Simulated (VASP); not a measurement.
# TaN: single point with r2SCAN+U

Crystal: TaN.

```
CELL_PARAMETERS angstrom
0.00000 2.49114 2.49114
2.49114 0.00000 2.49114
2.49114 2.49114 0.00000
ATOMIC_POSITIONS crystal
Ta 0.00000 0.00000 0.00000
N 0.25000 0.25000 0.25000
```

The cell comes from a database or a generator and needn't be the stable form of this composition.

```
Program                : VASP 6.6.1
Task                   : single point
Functional             : r2SCAN
Potentials or basis    : VASP PAW PBE potentials, release 64 (Ta_pv, N)
Cutoff                 : 520 eV
k mesh                 : 7 × 7 × 7
Occupations            : gaussian, width 0.05 eV
Spin                   : collinear spin, ferromagnetic start
Starting moments       : [0.5, 0.0] μB
Hubbard terms          : Ta d U = 5 eV
Further INCAR settings : ALGO = Normal; EDIFF = 1e-07
```

```json
{
 "Pressure": "-21.1 GPa",
 "Band gap on the k mesh": "none (metal or under the smearing width)",
 "Net moment": "0.00 μB per cell",
 "Valence electrons inside the program's atomic spheres": "Ta 8.47; N 3.74"
}
```

Levels at points of the mesh, in eV from the Fermi level:
Spin up:
| k point | band 6 | band 7 | band 8 | band 9 | band 10 | band 11 |
| --- | --- | --- | --- | --- | --- | --- |
| (0.00, 0.00, 0.00) | -6.86 | -6.86 | -2.12 | 0.74 | 0.74 | 4.72 |
Spin down:
```tsv
k point	band 6	band 7	band 8	band 9	band 10	band 11
(0.00, 0.00, 0.00)	-6.86	-6.86	-2.12	0.74	0.74	4.72
```

Eigenvalues of the final occupation matrices:
| site | spin | trace | eigenvalues |
| --- | --- | --- | --- |
| site 1 d | 1 | 1.00 | 0.13 0.13 0.24 0.24 0.24 |
| site 1 d | 2 | 1.00 | 0.13 0.13 0.24 0.24 0.24 |

Run time: 97 s on 1 thread of Intel(R) Xeon(R) Platinum 8375C CPU @ 2.90GHz (Ice Lake) (shared host), peak memory 0.19 GiB.

Caveat: the PAW data sets were made with another functional, which shifts forces and pressure a little. Spin-orbit coupling is left out, which matters for the levels of Ta.
